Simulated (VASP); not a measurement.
# Ag (Im-3m) in VASP: notebook, part 2 of 2

VASP 6.6.1. The steps go on from the part before.

## (4) Single point, r2SCAN

This run uses another cell than the first one, of 17.95 Å³/atom, 1.028 times its volume.

The input, POSCAR:

```
Ag
1.0
   -1.6493996824      1.6493996824      1.6493996824
    1.6493996824     -1.6493996824      1.6493996824
    1.6493996824      1.6493996824     -1.6493996824
Ag
1
Direct
    0.0000000000      0.0000000000      0.0000000000
```

The input, INCAR.step1:

```
PREC = Accurate
ENCUT = 520
ISMEAR = 0
SIGMA = 0.05
LREAL = F
LASPH = T
NELM = 100
NBANDS = 12
GGA = PE
ALGO = Normal
EDIFF = 1E-4
LWAVE = T
LCHARG = F
```

The input, INCAR.step2:

```
PREC = Accurate
ENCUT = 520
EDIFF = 1E-7
ISMEAR = 0
SIGMA = 0.05
LREAL = F
LASPH = T
NELM = 100
ALGO = Normal
ISIF = 2
LWAVE = F
LCHARG = T
METAGGA = R2SCAN
LMIXTAU = T
LELF = T
LVHAR = T
NBANDS = 12
ISTART = 1
```

The input, KPOINTS:

```
Automatic mesh
0
Gamma
  18 18 18
```

Potentials or basis: VASP PAW PBE potentials, release 64 (Ag).

Started as:

```sh
> cat potpaw_PBE.64/Ag/POTCAR > POTCAR
> cp INCAR.step1 INCAR
> mpirun -np 1 vasp_std > vasp.out
> cp INCAR.step2 INCAR
> mpirun -np 1 vasp_std > vasp.out
```

OUTCAR:

```text
PREC = Accurate
   ENCUT = 520
   EDIFF = 1E-7
   ISMEAR = 0
   LREAL = F
   LASPH = T
   NELM = 100
   ISIF = 2
   METAGGA = R2SCAN
   ISTART = 1

 ion  position               nearest neighbor table
   1  0.000  0.000  0.000-

  LATTYP: Found a body centered cubic cell.
 ALAT       =     3.2987993648

  Lattice vectors:

 A1 = (  -1.6493996824,   1.6493996824,   1.6493996824)
 A2 = (   1.6493996824,  -1.6493996824,   1.6493996824)
 A3 = (   1.6493996824,   1.6493996824,  -1.6493996824)

Analysis of symmetry for initial positions (statically):
=====================================================================
 Subroutine PRICEL returns:
 Original cell was already a primitive cell.

 Routine SETGRP: Setting up the symmetry group for a
 body centered cubic supercell.

 Subroutine GETGRP returns: Found 48 space group operations
 (whereof 48 operations were pure point group operations)
 out of a pool of 48 trial point group operations.

The static configuration has the point symmetry O_h .

[... 165 lines left out ...]
 Fermi energy:         7.7651594403

 k-point     1 :       0.0000    0.0000    0.0000
  band No.  band energies     occupation
      1       0.1814      2.00000
      2       2.6804      2.00000
      3       2.6804      2.00000
      4       2.6804      2.00000
      5       3.9261      2.00000
      6       3.9261      2.00000
      7      26.2584      0.00000
      8      26.2584      0.00000
      9      26.2584      0.00000
     10      31.9275      0.00000
     11      31.9275      0.00000
     12      31.9275      0.00000
[... 331 lines left out ...]
 k-point    24 :       0.3889    0.1111    0.0000
  band No.  band energies     occupation
      1       1.5234      2.00000
      2       2.0382      2.00000
      3       3.7831      2.00000
      4       3.8749      2.00000
      5       4.4787      2.00000
      6       7.9362      0.00000
      7      12.7321      0.00000
      8      19.9297      0.00000
      9      22.1132      0.00000
     10      28.0969      0.00000
     11      30.9474      0.00000
     12      32.1985      0.00000

 [... further k-points ...]

------------------------ aborting loop because EDIFF is reached ----------------------------------------

  FORCE on cell =-STRESS in cart. coord.  units (eV):
  Direction    XX          YY          ZZ          XY          YZ          ZX
  --------------------------------------------------------------------------------------
  -------------------------------------------------------------------------------------
  Total       -0.2714870     -0.2714870     -0.2714870      0.0000000      0.0000000     -0.0000000
  in kB      -24.2338198    -24.2338198    -24.2338198      0.0000000      0.0000000     -0.0000000
  external PRESSURE =     -24.2338198 kB  Pullay stress =       0.0000000 kB

 VOLUME and BASIS-vectors are now :
 -----------------------------------------------------------------------------
  energy-cutoff  :      520.00
  volume of cell :       17.95
      direct lattice vectors                 reciprocal lattice vectors
    -1.649399682  1.649399682  1.649399682     0.000000000  0.303140594  0.303140594
     1.649399682 -1.649399682  1.649399682     0.303140594  0.000000000  0.303140594
     1.649399682  1.649399682 -1.649399682     0.303140594  0.303140594  0.000000000

 POSITION                                       TOTAL-FORCE (eV/Angst)
 -----------------------------------------------------------------------------------
      0.00000      0.00000      0.00000        -0.000000     -0.000000     -0.000000
 -----------------------------------------------------------------------------------
    total drift:                                0.000000      0.000000      0.000000

  FREE ENERGIE OF THE ION-ELECTRON SYSTEM (eV)
  ---------------------------------------------------
  free  energy   TOTEN  =       -21.3163133009 eV

  energy  without entropy=      -21.3158812387  energy(sigma->0) =      -21.31609727
```

OUTCAR.step1:

```text
PREC = Accurate
   ENCUT = 520
   ISMEAR = 0
   LREAL = F
   LASPH = T
[... 577 lines left out ...]

 POSITION                                       TOTAL-FORCE (eV/Angst)
 -----------------------------------------------------------------------------------
      0.00000      0.00000      0.00000         0.000000      0.000000     -0.000000
 -----------------------------------------------------------------------------------
    total drift:                                0.000000      0.000000     -0.000000

  FREE ENERGIE OF THE ION-ELECTRON SYSTEM (eV)
  ---------------------------------------------------
  free  energy   TOTEN  =        -2.6814115541 eV

  energy  without entropy=       -2.6807825046  energy(sigma->0) =       -2.68109703
```

It took 45 s on 1 thread of Intel Xeon 6975P-C (Granite Rapids), shared host; peak memory 0.17 GiB.

What came out:

```
Free energy            : -21.3163 eV
Pressure               : -2.4 GPa
Band gap on the k mesh : none (metal or under the smearing width)
```

Levels at points of the mesh, in eV from the Fermi level:
| k point | band 1 | band 2 | band 3 | band 4 | band 5 | band 6 | band 7 | band 8 | band 9 | band 10 |
| --- | --- | --- | --- | --- | --- | --- | --- | --- | --- | --- |
| (0.00, 0.00, 0.00) | -7.58 | -5.08 | -5.08 | -5.08 | -3.84 | -3.84 | 18.49 | 18.49 | 18.49 | 24.16 |
| (0.50, 0.00, 0.00) | -6.44 | -5.81 | -3.89 | -3.73 | -2.89 | 0.12 | 3.97 | 13.68 | 14.61 | 19.98 |
| (0.50, 0.50, 0.50) | -6.42 | -6.42 | -3.12 | -3.12 | -3.12 | 7.07 | 7.07 | 7.07 | 12.57 | 13.46 |

Caveat: the PAW data sets were made with another functional, which shifts forces and pressure a little.

## (5) Summary

```tsv
level	cell	k mesh	gap on the mesh (eV)	pressure (GPa)
r2SCAN	Im-3m, 17.47 Å³/atom	18 × 18 × 18	none	0.1
PBE	Im-3m, 17.1 Å³/atom	8 × 8 × 8	none	4.9
r2SCAN	Im-3m, 17.95 Å³/atom	18 × 18 × 18	none	-2.4
```

Alike in all rows: task single point; potentials or basis VASP PAW PBE potentials, release 64 (Ag); no spin polarisation; cutoff (eV) 520; smearing gaussian 0.05 eV.

Every run on the cell as given and a fine mesh finds a metal. The pressure there spans -2.4 GPa (r2SCAN) to 4.9 GPa (PBE); a positive pressure means that this level wants a larger cell, a negative one a smaller.

Caveats: the PAW data sets were made with another functional, which shifts forces and pressure a little (some runs).

Absolute energies hang on the potentials; compare differences alone.
